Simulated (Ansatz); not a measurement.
# An F vacancy in perovskite KMgF3, 39 atoms, charge 0

Wanted: path and barrier of the jump (PBEsol and HSE06).

Method: density functional theory in Ansatz 0.2.0, PAW datasets, plane waves.

### Step 1. The system as built

39 atoms (8 K, 8 Mg, 23 F); a = 7.983 Å, b = 7.983 Å, c = 7.983 Å, α = 90.00°, β = 90.00°, γ = 90.00°. All atoms were shaken off their sites by about 0.02 Å along each axis. Defect site 1: (0.250, 0.250, 0.500). Starting moments add up to 1 μB.

Plan of the steps: (2) PBEsol relaxation at the single k point (¼, ¼, ¼), on 1 × NVIDIA GB300 Max-Q with 8 threads of Arm Neoverse-V2; (3) HSE06 single point at the single k point (¼, ¼, ¼), on 1 × NVIDIA GB300 Max-Q with 8 threads of Arm Neoverse-V2; (4) PBEsol band at the single k point (¼, ¼, ¼), on 1 × NVIDIA GB300 Max-Q with 8 threads of Arm Neoverse-V2; (5) HSE06 single point at the single k point (¼, ¼, ¼), on 1 × NVIDIA GB300 Max-Q with 8 threads of Arm Neoverse-V2.

### Step 2. PBEsol relaxation in the fixed cell

in.yaml

```yaml
crystal:
  lattice:
    - [7.982544, 0.000000, 0.000000]
    - [0.000000, 7.982544, 0.000000]
    - [0.000000, 0.000000, 7.982544]
  atoms:
    - { symbol: K, position: [0.998801, 0.000654, 0.998515] }
    - { symbol: K, position: [0.003776, 0.999176, 0.500729] }
    - { symbol: K, position: [0.999352, 0.498767, 0.003920] }
    - { symbol: K, position: [0.000399, 0.500091, 0.498218] }
    - { symbol: K, position: [0.504610, 0.000094, 0.001134] }
    - { symbol: K, position: [0.503215, 0.997713, 0.499627] }
    - { symbol: K, position: [0.500005, 0.499726, 0.001199] }
    - { symbol: K, position: [0.497207, 0.499562, 0.497064] }
    - { symbol: Mg, position: [0.252840, 0.247876, 0.247898], spin: 0.5 }
    - { symbol: Mg, position: [0.249658, 0.252050, 0.749810], spin: 0.5 }
    - { symbol: Mg, position: [0.254090, 0.756262, 0.249464] }
    - { symbol: Mg, position: [0.248154, 0.749720, 0.749450] }
    - { symbol: Mg, position: [0.748741, 0.247642, 0.251193] }
    - { symbol: Mg, position: [0.748035, 0.248289, 0.746391] }
    - { symbol: Mg, position: [0.749679, 0.746092, 0.251622] }
    - { symbol: Mg, position: [0.751808, 0.751260, 0.749234] }
    - { symbol: F, position: [0.253293, 0.249467, 0.996694] }
    - { symbol: F, position: [0.249308, 0.751533, 0.002938] }
    - { symbol: F, position: [0.252358, 0.750514, 0.497437] }
    - { symbol: F, position: [0.748085, 0.252380, 0.000616] }
    - { symbol: F, position: [0.751186, 0.247543, 0.504017] }
    - { symbol: F, position: [0.748731, 0.750989, 0.002565] }
    - { symbol: F, position: [0.749287, 0.753419, 0.504969] }
    - { symbol: F, position: [0.003192, 0.251488, 0.251595] }
    - { symbol: F, position: [0.998869, 0.250561, 0.750482] }
    - { symbol: F, position: [0.995604, 0.743769, 0.249185] }
    - { symbol: F, position: [0.998833, 0.750459, 0.748853] }
    - { symbol: F, position: [0.501198, 0.250951, 0.253671] }
    - { symbol: F, position: [0.505037, 0.248947, 0.750584] }
    - { symbol: F, position: [0.497587, 0.748201, 0.250112] }
    - { symbol: F, position: [0.496326, 0.746559, 0.750423] }
    - { symbol: F, position: [0.251454, 0.996693, 0.253951] }
    - { symbol: F, position: [0.250170, 0.998357, 0.750865] }
    - { symbol: F, position: [0.248127, 0.500369, 0.248662] }
    - { symbol: F, position: [0.257147, 0.497441, 0.753050] }
    - { symbol: F, position: [0.750383, 0.000418, 0.252392] }
    - { symbol: F, position: [0.744095, 0.996660, 0.747661] }
    - { symbol: F, position: [0.748086, 0.496132, 0.252624] }
    - { symbol: F, position: [0.751506, 0.499271, 0.751943] }
  symmetry: { detect: false }
kpoints:
  mp_grid: { grid: [1, 1, 1], shift: [0.25, 0.25, 0.25] }
hamiltonian:
  xc: pbesol
magnetization:
  spin_polarized: true
scf:
  occupations: { method: fermi_dirac, width: 0.01 }
relax:
  f_tol: 0.03
  max_steps: 80
  escape_saddle: false
  adjacent_minimum: "off"
output:
  forces: true
  eigenvalues: true
  populations: true
```

Started as:

```console
> ansatz run in.yaml --threads 8 --pin off --max-ram 118750MiB --runs-dir r --events-out ev --progress --plain --backend cuda --devices 0,
```

Further steps of the session: HSE06 single point; The band; HSE06 single point.

Q: Predict the outcome of this session. Wanted: for each run, top filled to lowest empty; moment.

The runs gave:

```
                   level         time  top filled to lowest empty (eV)  moment (μB)
      PBEsol, relaxation  4.2 s (GPU)                             1.46         1.00
                   HSE06   15 s (GPU)                             2.27         1.00
HSE06, at the band's top   15 s (GPU)                             1.24         1.00
```

| quantity | value |
| --- | --- |
| relaxation | 4 recorded steps, 0.16 eV gained |
| largest shift | 0.07 Å (K2 and others alike) |
| barrier forwards, backwards | 1.53, 1.53 eV |
| jump | F by 2.83 Å |
| band iterations | 8 |
| top less start by HSE06 | 1.89 eV |
| largest local moment | +0.12 μB on Mg |

**In words.** Relaxation gains 0.16 eV, with shifts up to 0.07 Å (K2 and others alike). The PBEsol barrier is 1.53 eV forwards and 1.53 eV back, about 59 times kT at 300 K. The cell's size and k points aren't converged for it. The top is a first-order saddle. On the same two geometries HSE06 gives 1.89 eV. At the same k points, PBEsol gives a spacing 0.81 eV smaller than the 2.27 eV of HSE06. In a defect cell this spacing can involve defect levels, so it need not be the gap.
